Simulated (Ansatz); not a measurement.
**Te₂Mo: what symmetry allows forces and stress to be**

```
CELL_PARAMETERS angstrom
3.56023 0.00000 0.00000
-1.78012 3.08325 0.00000
0.00000 0.00000 17.52406
ATOMIC_POSITIONS crystal
Te 0.33333 0.66667 0.89786
Te 0.33333 0.66667 0.10214
Mo 0.01264 0.00000 0.00000
```

Computed with Ansatz, DFT PBEsol, scalar-relativistic, plane waves, PAW.

Plane waves to 420 eV, a k mesh through Γ of 9×9×2 on the computed 3-atom cell and Gaussian smearing (0.02 eV); no spin polarisation.

This distorted cell has space group Pm, with 2 operations.

**Question.** Without a calculation: in which directions can each atom feel a force?

**Answer.** A force must be left unchanged by every operation that keeps its atom in place, so it lies in the space that those operations leave fixed. Atoms that the group maps onto each other feel forces of one size.
| atom | site symmetry | operations at the site | equivalent to atom | allowed force (Cartesian) |
| --- | --- | --- | --- | --- |
| Te1 | 1 | 1 | 1 | any direction |
| Te2 | 1 | 1 | 1 | any direction |
| Mo3 | m | 2 | 3 | in the plane normal to (0.00, 0.00, 1.00) |

That leaves 5 independent force components of 9, tied by 2 conditions that the forces sum to zero, so 3 remain. A relaxation in this cell that keeps the symmetry moves the atoms in these directions alone.

**Question.** And the stress tensor?

**Answer.** It must be invariant under the point group, which leaves 4 independent components: yz, xz vanish.

**Question.** Do the computed values obey this?

**Answer.** Yes. Forces (eV/Å):
```
Te1  0.309 -0.005  0.159
Te2  0.309 -0.005 -0.159
Mo3 -0.619  0.010  0.000
```

Stress (GPa, compression positive, xx yy zz yz xz xy): -1.34 -1.33 -0.47 0.00 0.00 -0.24. The program imposes the same operations on density, forces and stress, so this confirms the analysis and is no independent test of the calculation.

  The cell holds layers, and where no dispersion correction was added their binding is poorly described.

This form isn't the usual stable structure of the compound.